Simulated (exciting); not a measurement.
## Nd under changes of volume

One of the cells (36.476 Å³/atom); the others are scaled copies at fixed shape and fractional positions:

```
CELL_PARAMETERS angstrom
-2.08922 2.08922 2.08922
2.08922 -2.08922 2.08922
2.08922 2.08922 -2.08922
ATOMIC_POSITIONS crystal
Nd 0.00000 0.00000 0.00000
```

This isn't the form of Nd at room conditions, which is double hcp.

| Item | Value |
| --- | --- |
| Program | exciting (release sodium) |
| Functional | PBE |
| Potentials or basis | all-electron LAPW+lo, shipped species files, valence relativity iora* |
| rgkmax | 9.5 |
| k mesh | 9 × 9 × 9 |
| Occupations | fermi-dirac, width 0.05 eV |
| Spin | collinear spin, ferromagnetic start |

```csv
volume (Å³/atom),energy over the lowest point (meV/atom),moment (μB per cell)
33.615,0.05,4.10
34.331,4.07,4.09
35.761,0.00,4.09
36.476,0.79,4.08
37.191,?,?
37.907,11.42,4.08
```

Question: What does the run at 37.191 Å³/atom give?

Answer: Energy over the lowest point 4.53 meV/atom; moment 4.08 μB per cell.

The energies don't lie on one smooth curve, so no fit is given. The run at 33.615 Å³/atom lies farthest off, from a change of basis, grid or state.

Energies are extrapolated to zero smearing.

Caveats: the magnetic or orbital state may not be the lowest; the free energy is that total less TS from the occupations.
